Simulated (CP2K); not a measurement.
The system is InAs.

```
CELL_PARAMETERS angstrom
4.26810 0.00000 0.00000
2.13405 3.69628 0.00000
2.13405 1.23209 3.48489
ATOMIC_POSITIONS crystal
In 0.00000 0.00000 0.00000
As 0.75000 0.75000 0.75000
```

Base run:

* Program: CP2K 2026.2
* Functional: LDA
* Potentials or basis: POTENTIAL_UZH In GTH-PBE-q13, As GTH-PBE-q5; TZVP-MOLOPT-PBE-GTH basis
* Density cutoff: 9184 eV
* k mesh: 8 × 8 × 8
* Occupations: fermi-dirac, width 0.05 eV
* Spin: no spin polarisation

Its results: band gap on the k mesh none (metal or under the smearing width); pressure 2.0 GPa.

Question: After a change of settings the same cell gave: band gap on the k mesh none (metal or under the smearing width); pressure 2.8 GPa. Which change was it?
A. functional from LDA to PBE; density cutoff from 9184 eV to 6123 eV; cutoff of the grids from 675 Ry to 450 Ry; potential files from those of the base run to others of the same set
B. functional from LDA to PBE
C. functional from LDA to vdW-DF2
D. functional from LDA to PBEsol

Answer: D.

PBEsol binds less tightly than LDA, so the same cell stands under more pressure.

Caveats: the potentials were made for another functional, which shifts forces and pressure; the basis of atomic orbitals isn't converged, which shifts pressures, moduli and gaps.

Not every run made on this cell is shown here.
